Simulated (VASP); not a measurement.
Input of a VASP 6.6.1 run:

Contents of INCAR:

```
ALGO = Fast
EDIFF = 1E-6
ENCUT = 520
GGA = PS
ICORELEVEL = 1
ISIF = 2
ISMEAR = 0
LASPH = True
LCHARG = False
LREAL = False
LWAVE = False
NBANDS = 16
NELM = 80
PREC = Accurate
SIGMA = 0.03
```

KPOINTS

```
k-points
0
Gamma
  10 10 10
```

Contents of POSCAR:

```
GaAs                                    
1.0
    0.0000000000      2.8313993253      2.8313993253
    2.8313993253      0.0000000000      2.8313993253
    2.8313993253      2.8313993253      0.0000000000
  Ga              As            
     1     1
Direct
     0.0000000000000000    0.0000000000000000    0.0000000000000000
     0.2500000000000000    0.2500000000000000    0.2500000000000000
```

The input KPOINTS_OPT:

```
explicit points
209
Reciprocal
 0.0000000000  0.0000000000  0.0000000000 1
 0.0263157895  0.0000000000  0.0263157895 1
 0.0526315789  0.0000000000  0.0526315789 1
 0.0789473684  0.0000000000  0.0789473684 1
 0.1052631579  0.0000000000  0.1052631579 1
 0.1315789474  0.0000000000  0.1315789474 1
[... 201 lines left out ...]
 0.4250000000  0.0000000000  0.4250000000 1
 0.4500000000  0.0000000000  0.4500000000 1
```

Potentials or basis: VASP PAW PBE potentials, release 64 (Ga_d, As).

The run is started by

```bash
$ cat potpaw_PBE.64/Ga_d/POTCAR potpaw_PBE.64/As/POTCAR > POTCAR
$ mpirun -np 1 vasp_std > vasp.out
```

What does it give for the band gap on the k mesh?

0.42 eV, direct.

Predict the band gap along the path.

0.42 eV, direct.

Levels at the corners of the path, in eV from the valence-band top:
```csv
point,band 5,band 6,band 7,band 8,band 9,band 10,band 11,band 12,band 13,band 14
Γ,-14.69,-12.72,0.00,0.00,0.00,0.42,3.69,3.69,3.69,7.38
X,-14.67,-10.22,-6.83,-2.68,-2.68,1.36,1.58,10.09,10.09,10.83
X,-14.67,-10.22,-6.83,-2.68,-2.68,1.36,1.58,10.09,10.09,10.83
W,-14.68,-10.16,-6.64,-3.55,-3.36,4.57,4.63,5.33,5.93,10.98
W,-14.68,-10.16,-6.64,-3.55,-3.36,4.57,4.63,5.33,5.93,10.98
K,-14.68,-10.25,-6.64,-3.88,-2.26,1.87,4.56,7.85,8.00,8.55
K,-14.68,-10.25,-6.64,-3.88,-2.26,1.87,4.56,7.85,8.00,8.55
Γ,-14.69,-12.72,0.00,0.00,0.00,0.42,3.69,3.69,3.69,7.38
Γ,-14.69,-12.72,0.00,0.00,0.00,0.42,3.69,3.69,3.69,7.38
L,-14.68,-10.95,-6.65,-1.14,-1.14,0.92,4.58,4.58,7.58,10.24
L,-14.68,-10.95,-6.65,-1.14,-1.14,0.92,4.58,4.58,7.58,10.24
U,-14.68,-10.25,-6.64,-3.88,-2.26,1.87,4.56,7.85,8.00,8.55
U,-14.68,-10.25,-6.64,-3.88,-2.26,1.87,4.56,7.85,8.00,8.55
W,-14.68,-10.16,-6.64,-3.55,-3.36,4.57,4.63,5.33,5.93,10.98
W,-14.68,-10.16,-6.64,-3.55,-3.36,4.57,4.63,5.33,5.93,10.98
L,-14.68,-10.95,-6.65,-1.14,-1.14,0.92,4.58,4.58,7.58,10.24
L,-14.68,-10.95,-6.65,-1.14,-1.14,0.92,4.58,4.58,7.58,10.24
K,-14.68,-10.25,-6.64,-3.88,-2.26,1.87,4.56,7.85,8.00,8.55
U,-14.68,-10.25,-6.64,-3.88,-2.26,1.87,4.56,7.85,8.00,8.55
X,-14.67,-10.22,-6.83,-2.68,-2.68,1.36,1.58,10.09,10.09,10.83
```

**Measured values to compare with.**

From “Evidence of valence band perturbations in GaAsN/GaAs(001): A combined variable-angle spectroscopic ellipsometry and modulated photoreflectance investigation”, 2008, arxiv:0805.2212, for a bulk crystal of GaAs at 300 K: band gap 1.418 ± 0.005 eV (direct).

A measured gap of GaAs is 1.418 eV (direct; 300 K; “Evidence of valence band perturbations in GaAsN/GaAs(001): A combined variable-angle spectroscopic ellipsometry and modulated photoreflectance investigation”, 2008, arxiv:0805.2212); the calculated 0.42 eV misses it by -1.00 eV. 3 values of this kind are on record (1.412 to 1.51 eV); this one was drawn at random among those near their median, those with a stated uncertainty first. Spin-orbit coupling on As, Ga is left out. The value is that of PBEsol, without temperature or zero-point motion. Semilocal functionals fall short of measured gaps as a rule.
